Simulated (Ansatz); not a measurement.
## Compressing Li: a fit and a missing row

Li, Im-3m, a = 3.432 Å. Ansatz: PBE, PAW, 420 eV, Γ-centred 16×16×16 mesh on 1 atom, Gaussian smearing 0.10 eV; no spin polarisation. Symmetry fixes shape and atoms, so the cell is only scaled; pressure is positive in compression.

| V (Å³/atom) | P (GPa) |
| --- | --- |
| 18.993 | ? |
| 19.599 | 0.49 |
| 20.205 | 0.04 |
| 20.811 | -0.35 |
| 21.418 | -0.70 |

Q: Take V0 = 20.205 Å³/atom, count pressures from its P0 = 0.04 GPa, fit the third-order Birch–Murnaghan form to the other rows, and predict the missing pressure.

A: With the Eulerian strain f = ½[(V0/V)^(2/3) − 1] and y = (P − P0)/[3f(1 + 2f)^(5/2)], the form is the line y = B0 + 1.5 B0 (B0′ − 4) f. Rows (f, y): 0.01025, 13.91; -0.00975, 14.01; -0.01906, 14.26. Means f = -0.006187, y = 14.060; Σ(Δf)² = 0.0004486, ΣΔfΔy = -0.004862; the slope is their ratio. y = 13.99 − 10.84 f GPa, so B0 = 14.0 GPa and B0′ = 4 + 2 × (-10.84)/(3 × 13.99) = 3.48. At V = 18.993, f = 0.02105, y = 13.762 and P = 1.00 GPa. The run gave 1.01 GPa, so the fit is 0.01 GPa too low, a small miss on the scale of the series. The form still works here, 33 % of the fitted range beyond its end.